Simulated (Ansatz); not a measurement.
## Os under changes of volume

One of the cells (14.716 Å³/atom); the others are scaled copies at fixed shape and fractional positions:

```
Os
1.0
     0.00000    1.94500    1.94500
     1.94500    0.00000    1.94500
     1.94500    1.94500    0.00000
Os
1
Direct
  0.00000 0.00000 0.00000
```

This isn't the form of Os at room conditions, which is hcp.

* Program: Ansatz 0.2.0
* Functional: SVWN5
* Potentials or basis: all-electron LAPW, point nuclei
* Cutoff: 275 eV (chosen from the basis error)
* Basis error allowed: 0.001 eV/atom
* k mesh: 12 × 12 × 12
* Occupations: methfessel-paxton, width 0.05 eV
* Spin: collinear spin, ferromagnetic start
* Starting moments: [1.0] μB

| volume (Å³/atom) | energy over the lowest point (meV/atom) | pressure (GPa) |
| --- | --- | --- |
| 13.833 | 0.00 | -3.5 |
| 14.127 | 14.49 | -12.0 |
| 14.422 | 43.66 | -19.5 |
| 14.716 | 85.79 | -26.2 |
| 15.010 | 139.35 | -32.0 |
| 15.305 | 202.99 | -37.1 |
| 15.599 | ? | ? |

Problem. What does the run at 15.599 Å³/atom give?

Solution. Energy over the lowest point 275.47 meV/atom; pressure -41.7 GPa.

Worked out: A Birch-Murnaghan fit of order 3 (a polynomial in V^(-2/3)) to the other rows has its minimum at 13.72 Å³/atom, just outside them, with B0 = V·E''(V) = 446 GPa and B' = 5.0. It gives 275.27 meV/atom at 15.599 Å³/atom, against the run's 275.47, and -dE/dV = -41.6 GPa, against -41.7.

Energies are extrapolated to zero smearing.

Caveats: the starting moments weren't kept.
